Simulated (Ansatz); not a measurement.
A run of Ansatz 0.2.0:

The input input.yaml:

```yaml
crystal:
  lattice:
    - [3.60640121, 0.0, 0.0]
    - [-1.8032006, 3.12323506, 0.0]
    - [0.0, 0.0, 3.57319416]
  atoms:
    - { symbol: Ga, position: [0.33333333, 0.66666667, 0.5] }
    - { symbol: As, position: [0.0, 0.0, 0.0] }
hamiltonian:
  xc: pbe
  pseudopotentials: { kind: paw }
kpoints:
  mp_grid: { grid: [9, 9, 8] }
scf:
  occupations: { method: gaussian, width: 0.023 }
output:
  forces: true
  stress: true
  eigenvalues: true
```

Potentials or basis: Ansatz PAW.

The run is started by

```sh
$ ansatz run input.yaml --threads 2 --pin off --max-ram 5632MiB --backend cpu --events-out ev --progress --plain --runs-dir out
```

Hardware: 2 threads of Intel(R) Xeon(R) Processor @ 2.50GHz (Skylake/Cascade Lake) (shared host).

Question: How long does it take, and how much memory?

Answer: It took 3.8 s on 2 threads of Intel(R) Xeon(R) Processor @ 2.50GHz (Skylake/Cascade Lake), with other jobs on the host, peak memory 0.38 GiB. Counts: scf iterations 6, plane waves 767, k points 60, bands 18.
